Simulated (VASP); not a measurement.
A run of VASP 6.6.1 is set up as follows.

Contents of INCAR:

```
PREC = Accurate
ENCUT = 520
EDIFF = 1E-7
ISMEAR = 0
SIGMA = 0.1
LREAL = False
LASPH = True
NELM = 80
ALGO = Normal
ISIF = 3
LWAVE = False
LCHARG = False
IBRION = 2
NSW = 80
EDIFFG = -0.002
```

Contents of KPOINTS:

```
Automatic mesh
0
Gamma
  18 18 18
```

The input POSCAR:

```
W                                       
1.0
   -1.5709604538      1.5709604538      1.5709604538
    1.5709604538     -1.5709604538      1.5709604538
    1.5709604538      1.5709604538     -1.5709604538
  W             
     1
Direct
     0.0000000000000000    0.0000000000000000    0.0000000000000000
```

Potentials or basis: VASP PAW LDA potentials, release 64 (W_sv).

Run with:

```sh
$ cat potpaw_LDA.64/W_sv/POTCAR > POTCAR
$ mpirun -np 1 vasp_std > vasp.out
```

(1) Predict the band gap on the k mesh.

Answers

(1) none (metal or under the smearing width).

Caveat: the relaxation stopped at its first step, so nothing moved.
